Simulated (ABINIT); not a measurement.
# GaP (F-43m) in ABINIT: notebook

One crystal, GaP, is run at these levels: PBE, LDA; tasks: single point.

All numbers are computed with ABINIT 10.8.3 (patched build); they aren't measurements. Logs are shortened: lines on timing, memory, paths and dates and some standing lists are left out, and cuts for length are marked. The log counts tension as positive stress, the text compression.

**The experiment to reproduce.**

“Stacking defects in GaP nanowires: Electronic structure and optical properties”, 2018, arxiv:1810.01194 quotes, for a bulk crystal of GaP at 10 K: band gap 2.34 eV (indirect).

How close the calculation comes is told below.

## 1. The crystal as given

It takes space group F-43m (No. 216, cubic). Conventional cell: a = 5.451 Å, b = 5.451 Å, c = 5.451 Å, α = 90.00°, β = 90.00°, γ = 90.00°. Ga (site symmetry -43m) is surrounded by 4 P at 2.36 Å. P (site symmetry -43m) has 4 Ga at 2.36 Å as nearest neighbours.

## 2. Single point, PBE

The input, run.abi:

```
# Pseudopotentials
pp_dirpath "./"
pseudos "Ga.upf, P.upf"

# Structure
acell 3*1.0
rprim
     0.0000000000     5.1499761211     5.1499761211
     5.1499761211     0.0000000000     5.1499761211
     5.1499761211     5.1499761211     0.0000000000
ntypat 2
znucl 31 15
natom 2
typat 1 2
xred
     0.0000000000     0.0000000000     0.0000000000
     0.7500000000     0.7500000000     0.7500000000

# Plane-wave basis
ecut 36.0

# k points
kptopt 1
ngkpt 6 6 6
nshiftk 1
shiftk 0.0 0.0 0.0

# Exchange and correlation
ixc 11

# Bands and occupations
nband 13
occopt 3
tsmear 0.00183747

# SCF cycle
nstep 100
tolvrs 1.0e-10

# Output
iomode 3
prtwf 0
prtden 0
prteig 0
prtebands 0
```

Potentials or basis: PseudoDojo NC SR PBE v0.4.1 standard.

The run is started by

```bash
> abinit run.abi > log 2>&1
```

run.abo:

```text
.Version 10.8.3 of ABINIT
 Symmetries : space group F-4 3 m (#216); Bravais cF (face-center cubic)
================================================================================
 Values of the parameters that define the memory need of the present run
     intxc =       0    ionmov =       0      iscf =       7    lmnmax =       6
     lnmax =       6     mgfft =      40  mpssoang =       3    mqgrid =    3001
     natom =       2  nloc_mem =       1    nspden =       1   nspinor =       1
    nsppol =       1      nsym =      24    n1xccc =    2501    ntypat =       2
    occopt =       3   xclevel =       2
       mpw =        2838          nfft =       64000          nkpt =          16
================================================================================
================================================================================

--------------------------------------------------------------------------------
------------- Echo of variables that govern the present computation ------------
--------------------------------------------------------------------------------
 -outvars: echo values of preprocessed input variables --------
            acell      1.0000000000E+00  1.0000000000E+00  1.0000000000E+00 Bohr
              amu      6.97230000E+01  3.09737620E+01
             ecut      3.60000000E+01 Hartree
              ixc          11
         kptrlatt        6    0    0      0    6    0      0    0    6
          kptrlen      4.36989965E+01
            natom           2
            nband          13
            ngfft          40      40      40
             nkpt          16
            nstep         100
             nsym          24
           ntypat           2
           occopt           3
           prtden           0
        prtebands           0
           prteig           0
            prtwf           0
            rprim      0.0000000000E+00  5.1499761211E+00  5.1499761211E+00
                       5.1499761211E+00  0.0000000000E+00  5.1499761211E+00
                       5.1499761211E+00  5.1499761211E+00  0.0000000000E+00
          spgroup         216
           tolvrs      1.00000000E-10
           tsmear      1.83747000E-03 Hartree
            typat      1  2
           xangst      0.0000000000E+00  0.0000000000E+00  0.0000000000E+00
                       4.0878749972E+00  4.0878749972E+00  4.0878749972E+00
            xcart      0.0000000000E+00  0.0000000000E+00  0.0000000000E+00
                       7.7249641816E+00  7.7249641816E+00  7.7249641816E+00
             xred      0.0000000000E+00  0.0000000000E+00  0.0000000000E+00
                       7.5000000000E-01  7.5000000000E-01  7.5000000000E-01
            znucl       31.00000   15.00000

================================================================================

 chkinp: Checking input parameters for consistency.

================================================================================
== DATASET  1 ==================================================================

--- !DatasetInfo
iteration_state: {dtset: 1, }
dimensions: {natom: 2, nkpt: 16, mband: 13, nsppol: 1, nspinor: 1, nspden: 1, mpw: 2838, }
cutoff_energies: {ecut:  36.0, pawecutdg:  -1.0, }
electrons: {nelect:   1.80000000E+01, charge:   0.00000000E+00, occopt:   3.00000000E+00, tsmear:   1.83747000E-03, }
meta: {optdriver: 0, ionmov: 0, optcell: 0, iscf: 7, paral_kgb: 0, }
...

 Exchange-correlation functional for the present dataset will be:
  GGA: Perdew-Burke-Ernzerhof functional - ixc=11
  J.P.Perdew, K.Burke, M.Ernzerhof, PRL 77, 3865 (1996)

 Real(R)+Recip(G) space primitive vectors, cartesian coordinates (Bohr,Bohr^-1):
 R(1)=  0.0000000  5.1499761  5.1499761  G(1)= -0.0970878  0.0970878  0.0970878
 R(2)=  5.1499761  0.0000000  5.1499761  G(2)=  0.0970878 -0.0970878  0.0970878
 R(3)=  5.1499761  5.1499761  0.0000000  G(3)=  0.0970878  0.0970878 -0.0970878
 Unit cell volume ucvol=  2.7317795E+02 bohr^3
 Angles (23,13,12)=  6.00000000E+01  6.00000000E+01  6.00000000E+01 degrees

 getcut: wavevector=  0.0000  0.0000  0.0000  ngfft=  40  40  40
         ecut(hartree)=     36.000   => boxcut(ratio)=   2.03340

--- Pseudopotential description ------------------------------------------------
- pspini: atom type   1  psp file is ./Ga.upf
12 -101130 2 -1 1902                          pspcod,pspxc,lmax,lloc,mmax
     nproj     2     2     2

- pspini: atom type   2  psp file is ./P.upf
12 -101130 2 -1 1298                          pspcod,pspxc,lmax,lloc,mmax
     nproj     2     2     2

   5.89557354E+02                                ecore*ucvol(ha*bohr**3)
--------------------------------------------------------------------------------

================================================================================

--- !BeginCycle
iteration_state: {dtset: 1, }
solver: {iscf: 7, nstep: 100, nline: 4, wfoptalg: 0, }
tolerances: {tolvrs: 1.00E-10, }
...

     iter   Etot(hartree)      deltaE(h)  residm     vres2
 ETOT  1  -81.799065630852    -8.180E+01 7.367E-01 9.696E+02
 ETOT  2  -83.214211557473    -1.415E+00 4.519E-02 1.265E+03
 ETOT  3  -83.396310984823    -1.821E-01 3.947E-03 1.866E+02
 ETOT  4  -83.420063822383    -2.375E-02 2.335E-03 4.573E+01
 ETOT  5  -83.427481322902    -7.418E-03 4.352E-04 9.386E-01
 ETOT  6  -83.427642072605    -1.607E-04 2.039E-04 2.483E-02
 ETOT  7  -83.427646583343    -4.511E-06 2.798E-05 8.086E-04
 ETOT  8  -83.427646696626    -1.133E-07 1.977E-05 2.537E-04
 ETOT  9  -83.427646740468    -4.384E-08 2.612E-06 5.810E-06
 ETOT 10  -83.427646741523    -1.055E-09 1.897E-06 1.355E-09
 ETOT 11  -83.427646741521     2.686E-12 2.501E-07 6.061E-11

 At SCF step   11       vres2   =  6.06E-11 < tolvrs=  1.00E-10 =>converged.

 Cartesian components of stress tensor (hartree/bohr^3)
  sigma(1 1)= -5.66645345E-05  sigma(3 2)=  0.00000000E+00
  sigma(2 2)= -5.66645345E-05  sigma(3 1)=  0.00000000E+00
  sigma(3 3)= -5.66645345E-05  sigma(2 1)=  0.00000000E+00

--- !ResultsGS
iteration_state: {dtset: 1, }
comment   : Summary of ground state results
lattice_vectors:
- [  0.0000000,   5.1499761,   5.1499761, ]
- [  5.1499761,   0.0000000,   5.1499761, ]
- [  5.1499761,   5.1499761,   0.0000000, ]
lattice_lengths: [   7.28317,    7.28317,    7.28317, ]
lattice_angles: [ 60.000,  60.000,  60.000, ] # degrees, (23, 13, 12)
lattice_volume:   2.7317795E+02
convergence: {deltae:  2.686E-12, res2:  6.061E-11, residm:  2.501E-07, diffor: null, }
etotal    :  -8.34276467E+01
entropy   :   0.00000000E+00
fermie    :   1.89732907E-01
cartesian_stress_tensor: # hartree/bohr^3
- [ -5.66645345E-05,   0.00000000E+00,   0.00000000E+00, ]
- [  0.00000000E+00,  -5.66645345E-05,   0.00000000E+00, ]
- [  0.00000000E+00,   0.00000000E+00,  -5.66645345E-05, ]
pressure_GPa:   1.6671E+00
xred      :
- [  0.0000E+00,   0.0000E+00,   0.0000E+00, Ga]
- [  7.5000E-01,   7.5000E-01,   7.5000E-01,  P]
cartesian_forces: # hartree/bohr
- [ -2.61423078E-29,  -2.61423078E-29,   7.84269235E-29, ]
- [  2.61423078E-29,   2.61423078E-29,  -7.84269235E-29, ]
force_length_stats: {min:   8.67042263E-29, max:   8.67042263E-29, mean:   8.67042263E-29, }
...

 Integrated electronic density in atomic spheres:
 ------------------------------------------------
 Atom  Sphere_radius  Integrated_density
    1        2.00000         10.82685570
    2        2.00000          2.78963158
================================================================================

 ----iterations are completed or convergence reached----

 Mean square residual over all n,k,spin=   15.389E-10; max=  25.006E-08
 reduced coordinates (array xred) for    2 atoms
       0.000000000000      0.000000000000      0.000000000000
       0.750000000000      0.750000000000      0.750000000000
 rms dE/dt=  8.5149E-28; max dE/dt=  1.0771E-27; dE/dt below (all hartree)
    1      -0.000000000000     -0.000000000000      0.000000000000
    2      -0.000000000000     -0.000000000000      0.000000000000

 cartesian coordinates (angstrom) at end:
    1      0.00000000000000     0.00000000000000     0.00000000000000
    2      4.08787499719786     4.08787499719786     4.08787499719786

 cartesian forces (hartree/bohr) at end:
    1     -0.00000000000000    -0.00000000000000     0.00000000000000
    2      0.00000000000000     0.00000000000000    -0.00000000000000
 frms,max,avg= 5.0058708E-29 7.8426924E-29   0.000E+00  0.000E+00  0.000E+00 h/b

 cartesian forces (eV/Angstrom) at end:
    1     -0.00000000000000    -0.00000000000000     0.00000000000000
    2      0.00000000000000     0.00000000000000    -0.00000000000000
 frms,max,avg= 2.5741223E-27 4.0328746E-27   0.000E+00  0.000E+00  0.000E+00 e/A
 length scales=  1.000000000000  1.000000000000  1.000000000000 bohr
              =  0.529177210544  0.529177210544  0.529177210544 angstroms
 Fermi (or HOMO) energy (hartree) =   0.18973   Average Vxc (hartree)=  -0.36115
 Eigenvalues (hartree) for nkpt=  16  k points:
 kpt#   1, nband= 13, wtk=  0.00463, kpt=  0.0000  0.0000  0.0000 (reduced coord)
  -0.37540   -0.37540   -0.37540   -0.37183   -0.37183   -0.29902    0.16012    0.16012
   0.16012    0.22689    0.30296    0.30296    0.30296
      occupation numbers for kpt#   1
   2.00000    2.00000    2.00000    2.00000    2.00000    2.00000    2.00000    2.00000
   2.00000    0.00000    0.00000    0.00000    0.00000
 prteigrs : prtvol=0 or 1, do not print more k-points.

--- !EnergyTerms
iteration_state     : {dtset: 1, }
comment             : Components of total free energy in Hartree
kinetic             :  6.52456648107211E+01
hartree             :  2.61228704408829E+01
xc                  : -2.30140219696650E+01
Ewald energy        : -4.82388119437275E+01
psp_core            :  2.15814399996134E+00
local_psp           : -6.85147226795956E+01
non_local_psp       : -3.71867693999154E+01
internal            : -8.34276467413381E+01
'-kT*entropy'       : -1.82529235530595E-10
total_energy        : -8.34276467415206E+01
total_energy_eV     : -2.27018191907678E+03
band_energy         : -3.95991541413812E+00
...

 Cartesian components of stress tensor (hartree/bohr^3)
  sigma(1 1)= -5.66645345E-05  sigma(3 2)=  0.00000000E+00
  sigma(2 2)= -5.66645345E-05  sigma(3 1)=  0.00000000E+00
  sigma(3 3)= -5.66645345E-05  sigma(2 1)=  0.00000000E+00

-Cartesian components of stress tensor (GPa)         [Pressure=  1.6671E+00 GPa]
- sigma(1 1)= -1.66712816E+00  sigma(3 2)=  0.00000000E+00
- sigma(2 2)= -1.66712816E+00  sigma(3 1)=  0.00000000E+00
- sigma(3 3)= -1.66712816E+00  sigma(2 1)=  0.00000000E+00

== END DATASET(S) ==============================================================
================================================================================

 -outvars: echo values of variables after computation  --------
            acell      1.0000000000E+00  1.0000000000E+00  1.0000000000E+00 Bohr
           etotal     -8.3427646742E+01
            fcart     -2.6142307846E-29 -2.6142307846E-29  7.8426923538E-29
                       2.6142307846E-29  2.6142307846E-29 -7.8426923538E-29
            rprim      0.0000000000E+00  5.1499761211E+00  5.1499761211E+00
                       5.1499761211E+00  0.0000000000E+00  5.1499761211E+00
                       5.1499761211E+00  5.1499761211E+00  0.0000000000E+00
           strten     -5.6664534472E-05 -5.6664534472E-05 -5.6664534472E-05
                       0.0000000000E+00  0.0000000000E+00  0.0000000000E+00
           xangst      0.0000000000E+00  0.0000000000E+00  0.0000000000E+00
                       4.0878749972E+00  4.0878749972E+00  4.0878749972E+00
             xred      0.0000000000E+00  0.0000000000E+00  0.0000000000E+00
                       7.5000000000E-01  7.5000000000E-01  7.5000000000E-01
 Calculation completed.
```

Run time: 16 s. Hardware: 1 thread of Arm Neoverse V2, shared host; peak memory 0.08 GiB.

Results:

```
Free energy                                           : -2270.1819 eV
Band gap on the k mesh                                : 1.65 eV, indirect (least direct gap 1.82 eV)
Valence electrons inside the program's atomic spheres : Ga 10.83; P 2.79
```

Levels at points of the mesh, in eV from the valence-band top:
| k point | band 6 | band 7 | band 8 | band 9 | band 10 | band 11 | band 12 | band 13 |
| --- | --- | --- | --- | --- | --- | --- | --- | --- |
| (0.00, 0.00, 0.00) | -12.49 | 0.00 | 0.00 | 0.00 | 1.82 | 3.89 | 3.89 | 3.89 |
| (0.50, 0.00, 0.00) | -10.43 | -6.63 | -1.12 | -1.12 | 1.67 | 4.72 | 4.72 | 8.29 |
| (0.50, 0.50, 0.00) | -9.53 | -6.75 | -2.68 | -2.68 | 1.65 | 1.82 | 10.57 | 10.57 |

Caveat: the cutoff is too short for stress, so the log's stress isn't used.

## 3. Single point, LDA

run.abi, as its differences from that of step 2:

```diff
@@ -28,3 +28,3 @@
 # Exchange and correlation
-ixc 11
+ixc 7
 
@@ -33,3 +33,3 @@
 occopt 3
-tsmear 0.00183747
+tsmear 0.05 eV
 
@@ -42,4 +42,9 @@
 prtwf 0
-prtden 0
 prteig 0
 prtebands 0
+enunit 2
+prtden 1
+prtvha 1
+prtvclmb 1
+prtpot 1
+prtelf 1
```

Potentials or basis: PseudoDojo NC SR LDA v0.4.1 standard.

The run is started by

```bash
> abinit run.abi > log 2>&1
```

Wall time 22 s (1 thread of Arm Neoverse V1, shared host); peak memory 0.07 GiB.

It converged, with:

| Quantity | Value |
| --- | --- |
| Free energy | -2268.0097 eV |
| Band gap on the k mesh | 1.50 eV, indirect (least direct gap 1.60 eV) |
| Valence electrons inside the program's atomic spheres | Ga 10.85; P 2.78 |

Levels at points of the mesh, in eV from the valence-band top:
```csv
k point,band 6,band 7,band 8,band 9,band 10,band 11,band 12,band 13
"(0.00, 0.00, 0.00)",-12.52,0.00,0.00,0.00,1.60,3.79,3.79,3.79
"(0.50, 0.00, 0.00)",-10.44,-6.72,-1.13,-1.13,1.50,4.63,4.63,8.06
"(0.50, 0.50, 0.00)",-9.52,-6.85,-2.71,-2.71,1.50,1.68,10.43,10.43
```

Caveat: the cutoff is too short for stress, so the log's stress isn't used.

## 4. Single point, LDA

The input, run.abi:

```
pp_dirpath "./"
pseudos "Ga.upf, P.upf"

acell 3*1.0
rprim
     0.0000000000     5.1499761211     5.1499761211
     5.1499761211     0.0000000000     5.1499761211
     5.1499761211     5.1499761211     0.0000000000
ntypat 2
znucl 31 15
natom 2
typat 1 2
xred
     0.0000000000     0.0000000000     0.0000000000
     0.7500000000     0.7500000000     0.7500000000

ecut 979.609905 eV

kptopt 1
ngkpt 6 6 6
nshiftk 1
shiftk 0.0 0.0 0.0

ixc 7

nband 13
occopt 3
tsmear 0.00183747

nstep 100
tolvrs 1.0e-10

iomode 3
prtwf 0
prtden 0
prteig 0
prtebands 0
enunit 2
```

The run is started by

```bash
> abinit run.abi > log 2>&1
```

Wall time 22 s (1 thread of Arm Neoverse V1, shared host); peak memory 0.07 GiB.

Results (log left out):

- Free energy: -2268.0097 eV
- Band gap on the k mesh: 1.50 eV, indirect (least direct gap 1.60 eV)
- Valence electrons inside the program's atomic spheres: Ga 10.85; P 2.78

Levels at points of the mesh, in eV from the valence-band top:
```csv
k point,band 6,band 7,band 8,band 9,band 10,band 11,band 12,band 13
"(0.00, 0.00, 0.00)",-12.52,0.00,0.00,0.00,1.60,3.79,3.79,3.79
"(0.50, 0.00, 0.00)",-10.44,-6.72,-1.13,-1.13,1.50,4.63,4.63,8.06
"(0.50, 0.50, 0.00)",-9.52,-6.85,-2.71,-2.71,1.50,1.68,10.43,10.43
```

Caveat: the cutoff is too short for stress, so the log's stress isn't used.

## 5. Comparison with measurements

Step 2. A measured gap of GaP is 2.34 eV (indirect; 10 K; quoted in “Stacking defects in GaP nanowires: Electronic structure and optical properties”, 2018, arxiv:1810.01194); the calculated 1.65 eV misses it by -0.69 eV. Spin-orbit coupling on Ga is left out. The value is that of PBE on a finite k mesh, which can miss the band edges, without temperature or zero-point motion. Semilocal functionals fall short of measured gaps as a rule.

Step 3. A measured gap of GaP is 2.34 eV (indirect; 10 K; quoted in “Stacking defects in GaP nanowires: Electronic structure and optical properties”, 2018, arxiv:1810.01194); the calculated 1.50 eV misses it by -0.84 eV. Spin-orbit coupling on Ga is left out. The value is that of LDA on a finite k mesh, which can miss the band edges, without temperature or zero-point motion. Semilocal functionals fall short of measured gaps as a rule.

Step 4. A measured gap of GaP is 2.34 eV (indirect; 10 K; quoted in “Stacking defects in GaP nanowires: Electronic structure and optical properties”, 2018, arxiv:1810.01194); the calculated 1.50 eV misses it by -0.84 eV. Spin-orbit coupling on Ga is left out. The value is that of LDA on a finite k mesh, which can miss the band edges, without temperature or zero-point motion. Semilocal functionals fall short of measured gaps as a rule.
